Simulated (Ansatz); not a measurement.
# From PBE to G0W0: LiBr (Fm-3m), part 2 of 2

Wanted: the gap of LiBr (Fm-3m) with a many-body correction, and the time that it takes.

Ansatz 0.2.0; PBE, then G0W0 on it, plane waves, PAW. Known limits of the many-body steps: finite bands, screening cutoff and k mesh; no spin-orbit coupling in G0W0.

So far. Step 2 (Bands along the symmetry lines): Over mesh and path the gap is 4.933 eV, from k = (0.075, 0.075, 0.150) to k = Γ. The least direct gap found is 4.939 eV, at k = Γ. On the 8×8×8 mesh alone the same run gives 4.939 eV, so that mesh misses an edge of PBE: 4.939 − 4.933 = +0.006 eV. Step 3 (One-shot GW): Over 12 of 16 irreducible mesh points the G0W0 gap is 7.200 eV, direct, at k = Γ. The PBE gap of this run on the mesh is 4.939 eV.

In doubt: masses and optical values from hybrid runs of this build are listed as unsure (in some of the runs), which bears on the screening that GW takes from such a start.

### 4. Spin-orbit coupling

This run has two-component orbitals with spin-orbit coupling.

This step: DFT, PBE with spin-orbit coupling, plane waves, PAW; PAW set soft_1.

Contents of input.yaml:

```yaml
crystal:
  lattice:
    - [0.0, 2.75065, 2.75065]
    - [2.75065, 0.0, 2.75065]
    - [2.75065, 2.75065, 0.0]
  atoms:
    - { symbol: Li, position: [0.0, 0.0, 0.0] }
    - { symbol: Br, position: [0.5, 0.5, 0.5] }
kpoints:
  mp_grid: { grid: [8, 8, 8] }
  band_path:
    path:
      - [0.0, 0.0, 0.0]
      - [0.5, 0.0, 0.5]
      - [0.625, 0.25, 0.625]
      - [0.375, 0.375, 0.75]
      - [0.5, 0.5, 0.5]
      - [0.5, 0.25, 0.75]
      - [0.075, 0.075, 0.15]
    npoints: 1
hamiltonian:
  xc: pbe
  pseudopotentials: { kind: paw_fr, azcp: { folder: soft_1 } }
scf:
  occupations: { method: fixed }
  n_extra_bands: 8
magnetization:
  noncollinear: true
  spin_orbit: true
output:
  eigenvalues: true
```

Run with:

```sh
$ ansatz run input.yaml --threads 24 --pin off --max-ram 82944MiB --backend cuda --events-out ev --progress --plain --runs-dir out --devices 1 --max-vram 78GiB
```

Numbers of over 12 decimals in the logs are rounded to 6 here.

The program printed:

```text
[...]
GPUs: using 1 of 1 available (devices: 1).
[...]
non-collinear run that drives no moment, with spin-orbit: no starting moment large enough to seed its density (crystal.atoms[].spin), no starting occupations that ask for one, no magnetisation constraint and no magnetic field, so the semilocal B_xc is pinned to zero
concurrent solve slots: 15 of 24 are kept, ahead of what memory takes: no pass of the eigensolver takes more rounds on 15
[...]
GPU FFT provider: cuFFT
GPU libraries: cuBLAS 13.8.1, cuFFT 12.4.0, cuSOLVER 12.3.2
[...]
Crystal: 2 atoms, lattice volume = 41.623 Å³
Basis set: ecut = 420 eV, 869 PW (Γ)
Bands: 18, of which v1, the nominal top of the filled ones, is band 10 counted from 1 (9 counted from 0)
Symmetry: 48 space group operations + 48 with time reversal
[...]
k-points: 29 of 512
Projection manifold: j_resolved (fully-relativistic pseudo-atomic orbitals)
[...]
GPU buffer pool allocated for 19683 grid points (all kernels)
[...]
SCF iter   1: F=—  HF=-2991.331191 eV  |F-HF|=—  |Δ(HF+E_count)|=         —  Δρ=2.41e-2  dr2=1.80e-1  dr2_m=0.00e0 (ungated)  ethr=3.10e-3  |M|=0.00e0 ∫|m|=0.00e0 μB  |m|>n=0.0e0 m-floor=0.0e0 τ_xc=0.0e0  β_m=0.30  ⟨swp⟩=4.8  Hψ=1198  notcnv=0  defer=90
[...]
SCF iter   6: F=-2991.330641 eV  HF=-2991.330641 eV  |F-HF|=5.52e-9  |Δ(HF+E_count)|=   2.76e-7  Δρ=2.97e-6  dr2=1.67e-9  dr2_m=0.00e0 (ungated)  ethr=1.00e-9  |M|=0.00e0 ∫|m|=0.00e0 μB  |m|>n=0.0e0 m-floor=0.0e0 τ_xc=0.0e0  ⟨swp⟩=8.4  Hψ=1387  notcnv=0
SCF 1 converged in 6 iterations: F = -2991.330641 eV  dr2 = 1.67e-9
[...]
SCF converged after 6 iterations
Magnetization: |M| = 0.0000 μB,  M = (+0.0000, +0.0000, +0.0000) μB
Absolute magnetization: 0.0000 μB (∫|m|)
  site 0: m = (+0.0000, +0.0000, +0.0000) μB, |m| = 0.0000 μB  (R = 1.13 Å)
  site 1: m = (+0.0000, +0.0000, +0.0000) μB, |m| = 0.0000 μB  (R = 1.13 Å)
Free energy (F): -2991.330641 eV
[...]
Internal energy: -2991.330641 eV  (E = F + TS)
E sigma→0 (E₀):  -2991.330641 eV
Fermi energy:    2.225113 eV
[...]
--- Band table (eV; the first three rows and the last of 29) ---
  k-point 0: bands = [... 6 lower, 2.2251, 2.2251, 2.2251, 2.2251, 6.9878, 6.9878, 12.5566, 12.5566, ... 4 higher]
  k-point 1: bands = [... 6 lower, 1.9388, 1.9388, 2.1819, 2.1819, 7.5146, 7.5146, 11.8152, 11.8152, ... 4 higher]
  k-point 2: bands = [... 6 lower, 1.7582, 1.7582, 2.0838, 2.0838, 8.0188, 8.0188, 11.2480, 11.2480, ... 4 higher]
  k-point 28: bands = [... 6 lower, 0.0299, 0.0299, 0.9356, 0.9356, 10.0560, 10.0560, 10.6202, 10.6202, ... 4 higher]
```

Run time: 2.8 s. Hardware: 1 × NVIDIA GB200 (shared by 2 runs) with 24 threads of Arm Neoverse V2, shared host; peak memory 0.99 GiB.

This step gave:

```yaml
gap: 4.763 eV
valence_top_at: Γ
conduction_bottom_at: Γ
least_direct_gap: 4.763 eV
```

Over mesh and listed points the gap is 4.763 eV, direct, at k = Γ. PBE+SOC against PBE: 4.763 − 4.933 = −0.170 eV. Mesh, set of files and cutoff are the same, but the valence top lies at another k point, so this need not be the shift of one pair of states. The spin-orbit run sees mesh and listed points alone, so its gap is an upper bound: the coupling can move an edge off these points, and the change over the zone, its sign included where it is small, is not known.

### 5. The runs together

Each gap is the least one over the points named; times are wall times on shared hosts, not benchmarks. A G0W0 time includes the run's own self-consistent start. Runs with listed points see these and the mesh alone, so an edge that moves elsewhere is missed. Rows marked * are further runs, not shown as steps, whose inputs differ from the G0W0 step on the same start in the columns given; solver thresholds can differ too.

```
    level   mesh       files, cutoff    bands summed, screening                            points  gap (eV)            valence top  conduction bottom  least direct gap (eV)   time
      PBE  8×8×8  soft_1 PAW, 420 eV                          -                     mesh and path     4.933  (0.075, 0.075, 0.150)                  Γ                  4.939  2.1 s
  PBE+SOC  8×8×8  soft_1 PAW, 420 eV                          -            mesh and listed points     4.763                      Γ                  Γ                  4.763  2.8 s
G0W0@PBE*  6×6×6  soft_1 PAW, 420 eV                  48, 60 eV  12 of 16 irreducible mesh points     6.814                      Γ                  Γ                  6.814  3.1 s
G0W0@PBE*  6×6×6  soft_1 PAW, 420 eV                129, 120 eV  12 of 16 irreducible mesh points     7.069                      Γ                  Γ                  7.069  3.7 s
 G0W0@PBE  6×6×6  soft_1 PAW, 420 eV                272, 200 eV  12 of 16 irreducible mesh points     7.200                      Γ                  Γ                  7.200  7.9 s
G0W0@PBE*  4×4×4  soft_1 PAW, 420 eV                129, 120 eV    7 of 8 irreducible mesh points     7.063                      Γ                  Γ                  7.063  1.9 s
G0W0@PBE*  6×6×6  soft_1 PAW, 420 eV  129, 120 eV, plasmon pole  12 of 16 irreducible mesh points     7.040                      Γ                  Γ                  7.040  3.9 s
```

### 6. What came out

* PBE gap over mesh and path: 4.933 eV, from k = (0.075, 0.075, 0.150) to k = Γ
* G0W0@PBE gap over 12 of 16 irreducible mesh points: 7.200 eV, direct, at k = Γ
* PBE+SOC gap over mesh and listed points: 4.763 eV
* GW settings: 6×6×6 mesh, 267 empty bands, screening to 200 eV, PAW set soft_1 files
* known limits: finite bands, screening cutoff and k mesh; no spin-orbit coupling in G0W0

Over 12 of 16 irreducible mesh points the G0W0 gap is 7.200 eV, direct, at k = Γ. The PBE gap of this run on the mesh is 4.939 eV. The two states that bound the G0W0 gap lie that far apart at the start, so the correction of the gap is 7.200 − 4.939 = +2.261 eV. The valence state moves by 0.364 − 2.049 = −1.685 eV and the conduction state by 7.564 − 6.988 = +0.576 eV, on the run's own scale; with 48 bands the edge states move by −1.128 and +0.747 eV, so the split between the edges depends on the bands and cutoff. Over mesh and path, PBE puts the valence top at k = (0.075, 0.075, 0.150), where no G0W0 correction was computed. The G0W0 gap over the whole zone is therefore not known from this run; at its settings it can only be equal to or under the 7.200 eV found, and no correction is carried over from another point. For the start itself the gap is 4.933 eV over mesh and path and 4.939 eV on the mesh of the G0W0 run, in runs that differ in mesh (8×8×8 and 6×6×6). From 48 bands and 60 eV to 272 bands and 200 eV the gap moves by 7.200 − 6.814 = +0.386 eV (rung by rung 6.814, 7.069, 7.200 eV); bands and screening cutoff rise together, so their parts are not told apart. A line in one over the bands through the two highest rungs gives 7.200 + (7.200 − 7.069) × 129 / (272 − 129) = 7.318 eV, and through the pair below 7.069 + (7.069 − 6.814) × 48 / (129 − 48) = 7.220 eV. The two differ by 0.098 eV, not under the 0.030 eV asked, so the law does not hold well over these rungs and the limit is not known. With the 4×4×4 mesh in place of the 6×6×6 mesh and all else as in the G0W0@PBE row with 129 bands, the gap differs by 7.063 − 7.069 = −0.006 eV, and that of the start by 4.936 − 4.939 = −0.003 eV. With the plasmon pole model in place of the contour deformation model and all else as in the G0W0@PBE row with 129 bands, the gap differs by 7.040 − 7.069 = −0.029 eV. G0W0 on other starts in this series, not shown as steps and not all at these settings: 7.622 eV on HSE06 (6×6×6, soft_1 PAW, 129 bands, 120 eV) and 7.826 eV on PBE0 (6×6×6, soft_1 PAW, 129 bands, 120 eV). PBE+SOC against PBE: 4.763 − 4.933 = −0.170 eV. Mesh, set of files and cutoff are the same, but the valence top lies at another k point, so this need not be the shift of one pair of states. The spin-orbit run sees mesh and listed points alone, so its gap is an upper bound: the coupling can move an edge off these points, and the change over the zone, its sign included where it is small, is not known. What spin-orbit coupling does to the G0W0 levels was not computed, so no sum with the G0W0 gap is formed. The G0W0 runs are scalar-relativistic. G0W0@PBE runs of this series with other atomic data on the same mesh, not shown as steps, give 7.079 eV (hard PAW, 780 eV, 134 bands, screening to 120 eV; the table's row with the same empty bands and screening cutoff has 7.069 eV); where bands and cutoffs differ too, the part of the files is not isolated.

[Paths, hosts, dates, memory and timing lines, banners, echoed tables and standing remarks are left out of the program output.]

[Logs are printed without paths, hosts, clocks, repeated set-up lines and the standing remarks that a program may print on its own settings, such as how far it seeks lower states.]

[Runs of the session that timed out or met a known fault of the program may be left out.]

[Cells called generated may have been cut or substituted from an entry of the Crystallography Open Database or the Materials Project.]

[Hosts, paths, dates, database ids (printed as entryN), source tags and the programs' standing remarks are cut or masked in the printed files.]

[Where an RPA ε∞ is given, it is that of the G0W0 mesh and is not shown converged in it. Names of k-points follow the symmetry that the program found, which can be lower than the space group named. Band edges on a path are those of the sampled points; other points can move an edge, and change direct to indirect where valleys lie close.]

[Hybrid gaps are those of their k-mesh and are not shown converged in it.]
